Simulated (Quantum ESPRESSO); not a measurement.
**BN: zone-centre phonons and dielectric response under several settings**

```
N B
1.0
     2.49824    0.00000    0.00000
    -1.24912    2.16354    0.00000
     0.00000    0.00000    6.63570
N B
2 2
Direct
  0.66667 0.33333 0.25000
  0.33333 0.66667 0.75000
  0.66667 0.33333 0.75000
  0.33333 0.66667 0.25000
```

All runs used Quantum ESPRESSO 7.5; k mesh 6 × 6 × 2, shifted; relaxed cell; no spin polarisation; cutoff 1143 eV; occupations smeared at first, fixed for the response.

| level | potentials | volume (Å³/atom) | pressure (GPa) | lowest optical mode without the field (cm⁻¹) | highest optical mode without the field (cm⁻¹) | ε∞ (mean) | ε0 (mean) | Born charge of atom 1 (e) | sum of the Born charges (e) |
| --- | --- | --- | --- | --- | --- | --- | --- | --- | --- |
| LDA | PseudoDojo 0.4.1 SR LDA standard | 8.69 | 0.0 | 50 | 1387 | 4.16 | 5.5 | -2.07 | 0.00 |
| PBE | PseudoDojo 0.4.1 SR PBE standard | ? | 0.3 | ? | ? | ? | ? | ? | ? |
| RPBE | PseudoDojo 0.4.1 SR PBE standard | 10.61 | 0.6 | 20 | 1340 | 3.48 | 4.6 | -1.99 | -0.01 |

Problem. What stands in the row left open?

Solution. Volume 10.16 Å³/atom; lowest optical mode without the field 25 cm⁻¹; highest optical mode without the field 1348 cm⁻¹; ε∞ 3.63; ε0 4.8; Born charge of atom 1 -2.00 e; sum of the Born charges -0.01 e.

Caveats: all runs use coarse meshes; the layers were relaxed without a dispersion term, so their spacing and the soft interlayer modes are unreliable; this functional lacks dispersion, which binds the layers, so the pressure and a relaxed spacing across them are unreliable (some runs); the potentials were made for another functional, which shifts forces and pressure (some runs); the volume moved by over 15 % at a fixed basis, so the end points are rough (some runs); this functional lacks dispersion, which binds the layers, so the pressure and a relaxed spacing across them are unreliable, and here the layers came unbound (some runs).

For the row left open. Caveat: the k mesh is coarse (spacing up to 0.48 Å⁻¹), so the values aren't converged; the layers were relaxed without a dispersion term, so their spacing and the soft interlayer modes are unreliable; this functional lacks dispersion, which binds the layers, so the pressure and a relaxed spacing across them are unreliable.
